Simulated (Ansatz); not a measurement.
# AlNi (C2/m) in Ansatz: further runs

The runs below take AlNi through single point, equation of state, with PBEsol.

Everything below comes from runs of Ansatz 0.2.0. Logs are shortened: lines on timing, memory, paths and dates and some standing lists are left out, and cuts for length are marked.

## (1) The structure

It takes space group C2/m (No. 12, monoclinic). Conventional cell: a = 4.601 Å, b = 2.789 Å, c = 4.111 Å, α = 90.00°, β = 109.27°, γ = 90.00°. Ni (site symmetry 2/m) is surrounded by 6 Al at 2.48 to 2.53 Å and 6 Ni at 2.69 to 2.79 Å. Al (site symmetry 2/m) is surrounded by 6 Ni at 2.48 to 2.53 Å and 6 Al at 2.69 to 2.79 Å.

The cell comes from a database or a generator and needn't be the stable form of this composition.

## (2) Single point, PBEsol, collinear spin, ferromagnetic start, 11.71 Å³/atom (volume scaled by 0.94)

File input.yaml:

```yaml
crystal:
  lattice:
    - [2.2537151482, -1.3662091541, 0.0]
    - [2.2537151482, 1.3662091541, 0.0]
    - [-1.3287605568, 0.0, 3.801614995]
  atoms:
    - { symbol: Ni, position: [0.5, 0.5, 0.5], spin: 1.0 }
    - { symbol: Al, position: [0.0, 0.0, 0.0] }
hamiltonian:
  xc: pbesol
  pseudopotentials: { kind: paw }
magnetization:
  spin_polarized: true
kpoints:
  mp_grid: { grid: [11, 11, 7] }
scf:
  occupations: { method: fermi_dirac, width: 0.05 }
output:
  forces: true
  stress: true
  eigenvalues: true
```

Potentials or basis: Ansatz PAW.

On the command line:

```sh
$ ansatz run input.yaml --threads 2 --pin off --max-ram 5632MiB --backend cpu --events-out ev --progress --plain --runs-dir out
```

Log:

```text
Warning: RAYON_NUM_THREADS=2 ignored (pool sized by the plan → 2); use --threads N
Engine: ansatz 0.2.0, x86_64-unknown-linux-gnu
Pseudopotentials: kind: paw
Pseudopotential: Ni, paw, valence charge 18, recommended cutoff 420 eV (normal), Ni.paw.azcp
Pseudopotential: Al, paw, valence charge 3, recommended cutoff 420 eV (normal), Al.paw.azcp
Functional definition: PBEsol
  exchange = pbesol_x
  correlation = pbesol_c
Crystal: 2 atoms, lattice volume = 23.411 Å³
Basis set: ecut = 420 eV, 463 PW (Γ), exchange–correlation on 36×36×54 points (8 copies of the dense FFT grid, shifted against one another)
Bands: 15, of which v1, the nominal top of the filled ones, is band 11 counted from 1 (10 counted from 0)
Symmetry: 4 space group operations
Space group: C2/m (ITA 12), of the structure as read, at distance tolerance 2.9e-5 Å
Magnetic group: BNS 12.58 (UNI 65), of the structure as read, at distance tolerance 2.9e-5 Å
k-points: 234 of 847
Non-local potential: Ni, projectors of the file, l = 0: 3, l = 1: 2, l = 2: 3, l = 3: 1
Non-local potential: Al, projectors of the file, l = 0: 2, l = 1: 2, l = 2: 1
PAW form: soft (Blöchl's): semilocal exchange-correlation on the pseudo side does not see the compensation charge
PAW frozen core: Ni, regenerated for the run's functional, and the local potential with it (the file was generated under x = pbe(κ = 0.804, μ = 0.2195149727645171), c = pbe(β = 0.06672455060314922))
PAW frozen core: Al, regenerated for the run's functional, and the local potential with it (the file was generated under x = pbe(κ = 0.804, μ = 0.2195149727645171), c = pbe(β = 0.06672455060314922))
PAW one-centre angular grid: Ni, 590 points (default); XC on 64 Gauss nodes
PAW one-centre angular grid: Al, 110 points (default); XC on 64 Gauss nodes
Initial density: superposition of atomic densities (chi_scale 0.1, normalization cell)
Starting moments: Σ|m| = 1 μB on 1 of 2 sites
Initial wavefunctions: pseudopotential atomic-orbital guess
Functional: x = pbesol(κ = 0.804, μ = 0.12345679012345678), c = pbesol(β = 0.046)
SCF iter   1: F=—  HF=-6329.470032 eV  |F-HF|=—  |Δ(HF+E_count)|=         —  Δρ=1.12e-1 (↑1.12e-1 ↓3.95e-2)  dr2=1.12e0  dr2_m=1.08e0  M=0.210 μB ∫|m|=0.271 μB  β_m=0.30  ethr=3.10e-3  ⟨swp⟩=4.8  Hψ=32632  notcnv=0
Mixer restart at iter 1: flushing history
preconditioner: auto → none  [metal: Δε(μ)=0.007 eV  Ē_g=9.313 eV  σ=0.050 eV  W_gap=0.03  n_scr=2 (ndim 8)  ℏωp=27.7 eV  f_vac=0.000  D(μ)=1.37/eV (n_scr^D=14)  sad-step TF]
SCF iter   2: F=—  HF=-6329.010449 eV  |F-HF|=—  |Δ(HF+E_count)|=   4.60e-1  Δρ=8.33e-2 (↑4.52e-2 ↓8.33e-2)  dr2=4.25e-1  dr2_m=8.42e-1  M=0.106 μB ∫|m|=0.141 μB  β_m=0.43  ethr=3.10e-3  ⟨swp⟩=2.3  Hψ=15126  notcnv=0
SCF iter   3: F=—  HF=-6329.869196 eV  |F-HF|=—  |Δ(HF+E_count)|=   8.59e-1  Δρ=5.19e-2 (↑5.19e-2 ↓3.16e-2)  dr2=9.72e-2  dr2_m=3.60e-1  M=0.071 μB ∫|m|=0.105 μB  β_m=0.34  ethr=2.03e-3  ⟨swp⟩=2.9  Hψ=14418  notcnv=0  defer=12
SCF iter   4: F=—  HF=-6330.177545 eV  |F-HF|=—  |Δ(HF+E_count)|=   3.08e-1  Δρ=2.11e-2 (↑1.26e-2 ↓2.11e-2)  dr2=1.91e-2  dr2_m=5.99e-2  M=0.019 μB ∫|m|=0.037 μB  β_m=0.60  ethr=4.63e-4  ⟨swp⟩=2.0  Hψ=12669  notcnv=0  defer=15
SCF iter   5: F=—  HF=-6330.310904 eV  |F-HF|=—  |Δ(HF+E_count)|=   1.33e-1  Δρ=6.59e-3 (↑3.03e-3 ↓6.59e-3)  dr2=1.50e-2  dr2_m=7.00e-4  M=0.001 μB ∫|m|=0.006 μB  β_m=0.69  ethr=9.09e-5  ⟨swp⟩=2.8  Hψ=13221  notcnv=0  defer=15
SCF iter   6: F=—  HF=-6330.314529 eV  |F-HF|=—  |Δ(HF+E_count)|=   3.62e-3  Δρ=1.21e-3 (↑6.90e-4 ↓1.21e-3)  dr2=1.10e-4  dr2_m=1.88e-4  M=0.000 μB ∫|m|=0.003 μB  β_m=0.67  ethr=7.13e-5  ⟨swp⟩=2.3  Hψ=13109  notcnv=0  defer=24
SCF iter   7: F=—  HF=-6330.314699 eV  |F-HF|=—  |Δ(HF+E_count)|=   1.69e-4  Δρ=3.42e-4 (↑3.42e-4 ↓1.08e-4)  dr2=1.99e-5  dr2_m=5.75e-6  M=-0.000 μB ∫|m|=0.001 μB  β_m=0.83  ethr=5.23e-7  ⟨swp⟩=2.1  Hψ=10443  notcnv=0  defer=24
SCF iter   8: F=—  HF=-6330.314692 eV  |F-HF|=—  |Δ(HF+E_count)|=   6.92e-6  Δρ=5.49e-5 (↑5.49e-5 ↓5.07e-5)  dr2=2.70e-7  dr2_m=5.46e-7  M=-0.000 μB ∫|m|=0.000 μB  β_m=0.86  ethr=9.49e-8  ⟨swp⟩=2.3  Hψ=9755  notcnv=0  defer=24
SCF iter   9: F=—  HF=-6330.314693 eV  |F-HF|=—  |Δ(HF+E_count)|=   6.98e-7  Δρ=1.54e-5 (↑2.61e-6 ↓1.54e-5)  dr2=3.04e-8  dr2_m=1.51e-8  M=-0.000 μB ∫|m|=0.000 μB  β_m=0.93  ethr=1.29e-9  ⟨swp⟩=2.0  Hψ=10401  notcnv=0  defer=24
SCF iter  10: F=—  HF=-6330.314693 eV  |F-HF|=—  |Δ(HF+E_count)|=   5.84e-9  Δρ=5.05e-6 (↑5.05e-6 ↓4.04e-6)  dr2=1.52e-8  dr2_m=1.09e-10  M=-0.000 μB ∫|m|=0.000 μB  β_m=0.96  ethr=1.45e-10  ⟨swp⟩=2.2  Hψ=10505  notcnv=0  defer=24
SCF iter  11: F=-6330.314693 eV  HF=-6330.314693 eV  |F-HF|=8.33e-9  |Δ(HF+E_count)|=   3.48e-9  Δρ=3.60e-6 (↑3.60e-6 ↓3.51e-6)  dr2=9.23e-9  dr2_m=5.30e-12  M=-0.000 μB ∫|m|=0.000 μB  ethr=7.23e-11  ⟨swp⟩=2.3  Hψ=21649  notcnv=0
SCF 1 converged in 11 iterations: F = -6330.314693 eV  dr2 = 9.23e-9
WARN: the starting moments were not kept: the SCF closed with an absolute magnetisation of 2.5e-6 μB, where they sum to 1 μB in size (1 site). That is at most 0.1 of that sum. Measured as dr2_m measures the in/out step, that magnetisation stands 2.9e-12 eV from none, at or under the dr2_threshold of 1.0e-7 eV: it is no larger than a step whose dr2_m would equal this threshold. The system may hold no moment; this SCF shows only that its start led to no more than that. To try another start: raise the starting moments (crystal.atoms[].spin, magnetization.per_species, magnetization.initial_magnetization, or on a non-collinear deck that types none of these the spinor_matrix: blocks that start its atoms; where the total moment is fixed, keep their sum and leave initial_magnetization as it is; typed ones take the place of any that the run laid by itself, positive ones on a crystal's lanthanoids without a Hubbard term where scf.initial_density.shell_occupations: [] is typed) or, if the notice of its spin-set hold's release reads "site moments contracting" or "site moments show no strong build", lengthen the hold (scf.mixing.spin_hold: { on: { confirm: 4 } }; for m-r²SCAN on two components see the key's manual first). Each may lead to a state that holds a moment. A second SCF, from the converged charge density, with the starting moments and any scf.initial_density.shell_occupations laid on it anew, would have followed, and was not run: the deck does not ask for one (magnetization.retry_lost_moments is false, the default). To let it run, set magnetization.retry_lost_moments: true and run the deck again, where that key's refused combinations let it; where memory then withholds it, that run's warning says so.
SCF converged after 11 iterations
Magnetization: -0.0000 μB (10.5000 up, 10.5000 down)
Absolute magnetization: 0.0000 μB (∫|ρ↑−ρ↓|, with the PAW one-centre terms)
Spin contamination: 0.0000 ħ² per cell (⟨S²⟩ above its minimum at these occupations)
Per-site moments (μB) at R_I (Å): [(4.6639397210491466e-7, 1.0037403914034495), (-4.326443650105005e-7, 1.0037403914034495)]
Free energy (F): -6330.314693 eV
Harris-Foulkes:  -6330.314693 eV  (|F-HF|=8.33e-9)
Internal energy: -6330.307515 eV  (E = F + TS)
E sigma→0 (E₀):  -6330.311104 eV
Entropy (-TS):   -0.007178 eV (-3.589 meV/atom)
Fermi energy:    14.053144 eV
--- Per-component energies (eV) ---
  E_band       = -330.926084
  E_kinetic    = 312.036348
  E_local      = -4608.730869  (includes V_loc(G=0)·N_el)
  E_nonlocal   = 648.659453
  E_hartree    = 1994.931940
  E_xc         = -125.991512
  E_vxc        = -141.200399  (∫ρ·V_xc dr)
  E_paw        = -2052.217693  (= ΣΔE_a)
  E_vpaw       = -531.563595  (= ΣTr[D̂ρ^β])
  E_aug_tail   = 0.000495  (compensation charges beyond the density's cutoff)
  E_ewald      = -2499.212105
  E_core_change = 0.216428  (= ΣΔE_core)
  E_smearing   = -0.007178  (= −TS)
  E_closure    = -0.000000  (closes the sum)
  Σ components = -6330.314693   (vs F -6330.314693, Δ=0.00e0)
--- Forces (eV/Å), atoms counted from 1 ---
  atom   1  Ni    -0.00000000     0.00000000    -0.00000000
  atom   2  Al     0.00000000     0.00000000    -0.00000000
  max |Σ_I F_I| component: 2.60e-29 eV/Å
--- Stress (GPa, compression-positive) ---
        7.600972      -0.000000      -0.741848
       -0.000000       5.288099      -0.000000
       -0.741847      -0.000000       8.371491
  P = ⅓ Tr σ = 7.0869 GPa (70.869 kbar)
--- Band table (eV; the first three rows and the last of 468) ---
  k-point 0 ↑: bands = ["-88.8484", "-49.6098", "-49.2687", "-49.2420", "2.7460", "10.1185", "12.0309", "12.2372", "12.3651", "12.5844", "12.7276", "16.9640", "27.9510", "28.7189", "29.5478"]
  k-point 1 ↑: bands = ["-88.8484", "-49.6099", "-49.2687", "-49.2420", "2.9544", "9.5344", "11.8343", "12.0310", "12.3654", "12.5955", "12.7396", "18.2303", "27.6496", "29.0006", "29.1246"]
  k-point 2 ↑: bands = ["-88.8484", "-49.6102", "-49.2687", "-49.2420", "3.5553", "8.0726", "11.5375", "12.0310", "12.3643", "12.6210", "12.7669", "20.7917", "27.2064", "28.6236", "29.3991"]
  k-point 233 ↓: bands = ["-88.8380", "-49.5986", "-49.3288", "-49.2971", "8.8414", "10.2389", "10.8286", "11.6519", "12.0035", "13.6336", "14.5173", "16.5332", "19.9900", "21.0645", "23.5897"]
```

Wall time 8.6 s (2 threads of Intel Xeon at 2.70GHz, shared host); peak memory 0.45 GiB.

What came out:

```
Free energy            : -6330.3147 eV
Pressure               : 7.1 GPa
Band gap on the k mesh : none (metal or under the smearing width)
Net moment             : 0.00 μB per cell
Absolute moment        : 0.00 μB per cell
```

Caveat: the PAW data sets come from PBE, with cores solved anew for the run's functional, which leaves a small shift of forces and pressure; the starting moments weren't kept.

## (3) Single point, PBEsol, collinear spin, ferromagnetic start, 11.95 Å³/atom (volume scaled by 0.96)

Changes to input.yaml since step 2:

```diff
@@ -2,5 +2,5 @@
   lattice:
-    - [2.2537151482, -1.3662091541, 0.0]
-    - [2.2537151482, 1.3662091541, 0.0]
-    - [-1.3287605568, 0.0, 3.801614995]
+    - [2.2695869046, -1.3758306623, 0.0]
+    - [2.2695869046, 1.3758306623, 0.0]
+    - [-1.3381183338, 0.0, 3.8283878136]
   atoms:
```

Potentials or basis: Ansatz PAW.

On the command line:

```sh
$ ansatz run input.yaml --threads 2 --pin off --max-ram 5632MiB --backend cpu --events-out ev --progress --plain --runs-dir out
```

It took 9.6 s on 2 threads of Intel Xeon at 2.70GHz, shared host; peak memory 0.46 GiB.

It converged, with:

- Free energy: -6330.3307 eV
- Pressure: 3.3 GPa
- Band gap on the k mesh: none (metal or under the smearing width)
- Net moment: 0.00 μB per cell
- Absolute moment: 0.00 μB per cell

Caveat: the PAW data sets come from PBE, with cores solved anew for the run's functional, which leaves a small shift of forces and pressure; the starting moments weren't kept.

## (4) Single point, PBEsol, collinear spin, ferromagnetic start, 12.20 Å³/atom (volume scaled by 0.98)

Changes to input.yaml since step 3:

```diff
@@ -2,5 +2,5 @@
   lattice:
-    - [2.2695869046, -1.3758306623, 0.0]
-    - [2.2695869046, 1.3758306623, 0.0]
-    - [-1.3381183338, 0.0, 3.8283878136]
+    - [2.2852397227, -1.3853194495, 0.0]
+    - [2.2852397227, 1.3853194495, 0.0]
+    - [-1.3473470277, 0.0, 3.8547913226]
   atoms:
@@ -21 +21,5 @@
   eigenvalues: true
+  write_density: true
+  write_potential: true
+  elf: true
+  volumetric_format: npy
```

On the command line:

```sh
$ ansatz run input.yaml --threads 2 --pin off --max-ram 5632MiB --backend cpu --events-out ev --progress --plain --runs-dir out
```

Run time: 8.9 s. Hardware: 2 threads of Intel Xeon at 2.70GHz, shared host; peak memory 0.46 GiB.

It converged, with:

* Free energy: -6330.3356 eV
* Pressure: -0.1 GPa
* Band gap on the k mesh: none (metal or under the smearing width)
* Net moment: 0.00 μB per cell
* Absolute moment: 0.00 μB per cell

Caveat: the PAW data sets come from PBE, with cores solved anew for the run's functional, which leaves a small shift of forces and pressure; the starting moments weren't kept.

## (5) Single point, PBEsol, collinear spin, ferromagnetic start, 12.45 Å³/atom

Changes to input.yaml since step 4:

```diff
@@ -2,5 +2,5 @@
   lattice:
-    - [2.2852397227, -1.3853194495, 0.0]
-    - [2.2852397227, 1.3853194495, 0.0]
-    - [-1.3473470277, 0.0, 3.8547913226]
+    - [2.300681, -1.39468, 0.0]
+    - [2.300681, 1.39468, 0.0]
+    - [-1.356451, 0.0, 3.880838]
   atoms:
@@ -21,5 +21 @@
   eigenvalues: true
-  write_density: true
-  write_potential: true
-  elf: true
-  volumetric_format: npy
```

On the command line:

```sh
$ ansatz run input.yaml --threads 2 --pin off --max-ram 5632MiB --backend cpu --events-out ev --progress --plain --runs-dir out
```

Wall time 7.9 s (2 threads of Intel Xeon at 2.70GHz, shared host); peak memory 0.46 GiB.

It converged, with:

- Free energy: -6330.3306 eV
- Pressure: -3.1 GPa
- Band gap on the k mesh: none (metal or under the smearing width)
- Net moment: 0.00 μB per cell
- Absolute moment: 0.00 μB per cell

Caveat: the PAW data sets come from PBE, with cores solved anew for the run's functional, which leaves a small shift of forces and pressure; the starting moments weren't kept.

## (6) Single point, PBEsol, collinear spin, ferromagnetic start, 12.70 Å³/atom (volume scaled by 1.02)

Changes to input.yaml since step 5:

```diff
@@ -2,5 +2,5 @@
   lattice:
-    - [2.300681, -1.39468, 0.0]
-    - [2.300681, 1.39468, 0.0]
-    - [-1.356451, 0.0, 3.880838]
+    - [2.3159177421, -1.4039165606, 0.0]
+    - [2.3159177421, 1.4039165606, 0.0]
+    - [-1.365434381, 0.0, 3.9065396629]
   atoms:
```

Potentials or basis: Ansatz PAW.

On the command line:

```sh
$ ansatz run input.yaml --threads 2 --pin off --max-ram 5632MiB --backend cpu --events-out ev --progress --plain --runs-dir out
```

It took 10 s on 2 threads of Intel Xeon at 2.70GHz, shared host; peak memory 0.46 GiB.

It converged, with:

```
Free energy            : -6330.3165 eV
Pressure               : -5.8 GPa
Band gap on the k mesh : none (metal or under the smearing width)
Net moment             : 0.00 μB per cell
Absolute moment        : 0.00 μB per cell
```

Caveat: the PAW data sets come from PBE, with cores solved anew for the run's functional, which leaves a small shift of forces and pressure; the starting moments weren't kept.

## (7) Single point, PBEsol, collinear spin, ferromagnetic start, 12.95 Å³/atom (volume scaled by 1.04)

Changes to input.yaml since step 6:

```diff
@@ -2,5 +2,5 @@
   lattice:
-    - [2.3159177421, -1.4039165606, 0.0]
-    - [2.3159177421, 1.4039165606, 0.0]
-    - [-1.365434381, 0.0, 3.9065396629]
+    - [2.3309565903, -1.4130331573, 0.0]
+    - [2.3309565903, 1.4130331573, 0.0]
+    - [-1.3743010865, 0.0, 3.9319075144]
   atoms:
@@ -21 +21,5 @@
   eigenvalues: true
+  write_density: true
+  write_potential: true
+  elf: true
+  volumetric_format: npy
```

On the command line:

```sh
$ ansatz run input.yaml --threads 2 --pin off --max-ram 5632MiB --backend cpu --events-out ev --progress --plain --runs-dir out
```

Run time: 9.7 s. Hardware: 2 threads of Intel Xeon at 2.70GHz, shared host; peak memory 0.47 GiB.

It converged, with:

* Free energy: -6330.2945 eV
* Pressure: -8.3 GPa
* Band gap on the k mesh: none (metal or under the smearing width)
* Net moment: 0.00 μB per cell
* Absolute moment: 0.00 μB per cell

Caveat: the PAW data sets come from PBE, with cores solved anew for the run's functional, which leaves a small shift of forces and pressure; the starting moments weren't kept.

## (8) Single point, PBEsol, collinear spin, ferromagnetic start, 13.20 Å³/atom (volume scaled by 1.06)

File input.yaml:

```yaml
crystal:
  lattice:
    - [2.3458038479, -1.4220336112, 0.0]
    - [2.3458038479, 1.4220336112, 0.0]
    - [-1.3830548326, 0.0, 3.9569521865]
  atoms:
    - { symbol: Ni, position: [0.5, 0.5, 0.5], spin: 1.0 }
    - { symbol: Al, position: [0.0, 0.0, 0.0] }
hamiltonian:
  xc: pbesol
  pseudopotentials: { kind: paw }
magnetization:
  spin_polarized: true
kpoints:
  mp_grid: { grid: [11, 11, 7] }
scf:
  occupations: { method: fermi_dirac, width: 0.05 }
output:
  forces: true
  stress: true
  eigenvalues: true
```

On the command line:

```sh
$ ansatz run input.yaml --threads 2 --pin off --max-ram 5632MiB --backend cpu --events-out ev --progress --plain --runs-dir out
```

It took 9.5 s on 2 threads of Intel Xeon at 2.70GHz, shared host; peak memory 0.47 GiB.

The run converged. Its results:

```
Free energy            : -6330.2653 eV
Pressure               : -10.5 GPa
Band gap on the k mesh : none (metal or under the smearing width)
Net moment             : 0.00 μB per cell
Absolute moment        : 0.00 μB per cell
```

Caveat: the PAW data sets come from PBE, with cores solved anew for the run's functional, which leaves a small shift of forces and pressure; the starting moments weren't kept.

## (9) Equation of state, PBEsol, collinear spin, ferromagnetic start

Potentials or basis: Ansatz PAW.

This step only gathers the single runs of the series.

What came out:

```yaml
Equilibrium_volume: 12.20 Å³/atom
Bulk_modulus_at_fixed_shape_and_positions: 158 GPa
Pressure_derivative_of_the_bulk_modulus: 4.4
```

Energy against volume, from the lowest point:
```csv
volume (Å³/atom),energy (meV/atom)
11.705,10.47
11.954,2.45
12.203,0.00
12.452,2.54
12.702,9.55
12.951,20.56
13.200,35.16
```

Caveat: the cell was scaled at fixed shape and fractional positions, which overstates the stiffness of a crystal with free parameters, most of all of layers and chains.
